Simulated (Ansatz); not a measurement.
## Electric field gradients in P

The cell is a COD entry, ions relaxed with PBE at fixed cell.

```
CELL_PARAMETERS angstrom
5.50300 0.00000 0.00000
-1.99327 10.70009 0.00000
-1.88123 -1.26579 10.78810
ATOMIC_POSITIONS crystal
P 0.07746 0.99093 0.67569
P 0.92254 0.00907 0.32431
P 0.58563 0.17900 0.54090
P 0.41437 0.82100 0.45910
P 0.17151 0.05096 0.18947
P 0.82849 0.94904 0.81053
P 0.77833 0.37811 0.55989
P 0.22167 0.62189 0.44011
P 0.69046 0.30307 0.02434
P 0.30954 0.69693 0.97566
P 0.23864 0.01410 0.87565
P 0.76136 0.98590 0.12435
P 0.50212 0.31794 0.67776
P 0.49788 0.68206 0.32224
P 0.37324 0.32285 0.47788
P 0.62676 0.67715 0.52212
P 0.07852 0.36668 0.13007
P 0.92148 0.63332 0.86993
P 0.00781 0.14570 0.79974
P 0.99219 0.85430 0.20026
P 0.80283 0.49000 0.13471
P 0.19717 0.51000 0.86529
P 0.76335 0.31784 0.22881
P 0.23665 0.68216 0.77119
```

Atom numbers follow the list; atoms alike are taken as one site, whose name carries the number of the first.

Level of theory: DFT, PBE, plane waves and PAW (field gradients read without the response of the frozen cores, which leaves them typically 4 to 6 % off), scalar-relativistic, 420 eV cutoff, Γ-centred 6×3×3 k-points, Fermi–Dirac smearing 0.05 eV (Ansatz 0.2.0).

Conventions: |V_zz| ≥ |V_yy| ≥ |V_xx|, η = (V_xx − V_yy)/V_zz, C_Q = eQV_zz/h. Directions are in the Cartesian axes of the cell vectors above, for the atom listed; none is given where the gradient is under 0.02 or η is above 0.95.

```csv
site,first atom,first shell,V_zz (10²¹ V/m²),η,"direction of V_zz (x, y, z)"
P1,1,3 P at 2.21 Å,0.24,0.10,-0.51 0.38 0.77
P3,3,3 P at 2.21 Å,0.24,0.60,-0.33 0.77 0.55
P5,5,3 P at 2.21 Å,-0.22,0.89,0.31 -0.04 0.95
P7,7,3 P at 2.21 Å,-0.25,0.73,0.14 -0.01 0.99
P9,9,3 P at 2.21 Å,-0.17,0.38,0.21 0.97 -0.15
P11,11,3 P at 2.21 Å,-0.22,0.66,0.23 0.92 -0.30
P13,13,3 P at 2.20–2.21 Å,-0.30,0.87,0.27 -0.52 0.81
P15,15,3 P at 2.20–2.21 Å,0.12,0.68,0.71 0.35 0.62
P17,17,3 P at 2.21 Å,0.18,0.80,0.69 0.36 -0.63
P19,19,3 P at 2.21 Å,-0.26,1.00,–
P21,21,3 P at 2.21 Å,0.23,0.72,-0.23 0.96 -0.18
P23,23,3 P at 2.21 Å,-0.23,0.96,–
```

The structure holds P–P bonds (2.21 Å).

Where η is near 1 the sign of V_zz means little.

The relaxation (11 steps) took 3.9 min of wall time (3.9 min of CPU time) and 1.6 GiB at its peak, on 1 thread of AMD EPYC 9R45 (Zen 5) (x86_64; 16 cores open to the job, memory cap 3.0 GiB, no GPU), a shared host with a load of 0.2 a core.
